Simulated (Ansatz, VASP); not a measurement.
# One calculation of TePb, two programs

File INCAR:

```
SYSTEM = TePb
PREC     = Accurate       ! precision mode
ENCUT    = 520            ! plane-wave cutoff, eV
EDIFF    = 1E-7           ! SCF threshold, eV
ISMEAR   = 0              ! smearing method
SIGMA    = 0.01           ! smearing width, eV
LREAL    = .False.        ! projectors in reciprocal space
LASPH    = .True.         ! aspherical terms in the spheres
NELM     = 80             ! most SCF steps
ALGO     = Normal         ! electronic algorithm
ISIF     = 2              ! what is computed and relaxed
LWAVE    = .False.        ! write WAVECAR
LCHARG   = .True.         ! write CHGCAR
GGA      = PE             ! functional
LELF     = .True.         ! ELF
LVHAR    = .True.       
NBANDS   = 17             ! bands
```

File KPOINTS:

```
Automatic mesh
0
Gamma
  6 6 6
  0 0 0
```

POSCAR

```
TePb
1.0
    0.0000000000      3.2678368418      3.2678368418
    3.2678368418      0.0000000000      3.2678368418
    3.2678368418      3.2678368418      0.0000000000
Pb Te
1 1
Direct
    0.0000000000      0.0000000000      0.0000000000
    0.5000000000      0.5000000000      0.5000000000
```

Input for Ansatz:

```yaml
crystal:
  lattice:
    - [0.0, 3.2678368418, 3.2678368418]
    - [3.2678368418, 0.0, 3.2678368418]
    - [3.2678368418, 3.2678368418, 0.0]
  atoms:
    - { symbol: Pb, position: [0.0, 0.0, 0.0] }
    - { symbol: Te, position: [0.5, 0.5, 0.5] }
kpoints:
  mp_grid: { grid: [6, 6, 6] }
hamiltonian:
  xc: pbe
scf:
  occupations: { method: fixed }
  n_extra_bands: 4
output:
  forces: true
  stress: true
  eigenvalues: true
```

The cell was built by a generator and needn't be a form met in nature.

Alike in both runs: task single point; functional PBE; k mesh 6 × 6 × 6; no spin polarisation.

|  | VASP | Ansatz |
| --- | --- | --- |
| version | VASP 6.6.1 | Ansatz 0.2.0 |
| potentials or method | VASP PAW PBE potentials, release 64 (Pb_d, Te) | plane waves, PAW |
| plane-wave cutoff (eV) | 520 | 420 |
| occupations | gaussian, width 0.01 eV | fixed |
| valence electrons in the cell | 20 | 30 |

```csv
,VASP,Ansatz,Ansatz less VASP
gap on the k mesh at the Fermi level (eV),0.80,0.80,-0.004
pressure (GPa),0.6,0.6,+0.04
```

The two sets of potentials don't hold the same shells in valence.

Caveats: spin-orbit coupling is left out, which as a rule narrows the gap of such compounds by several tenths of an eV. A k mesh can miss the band edges.
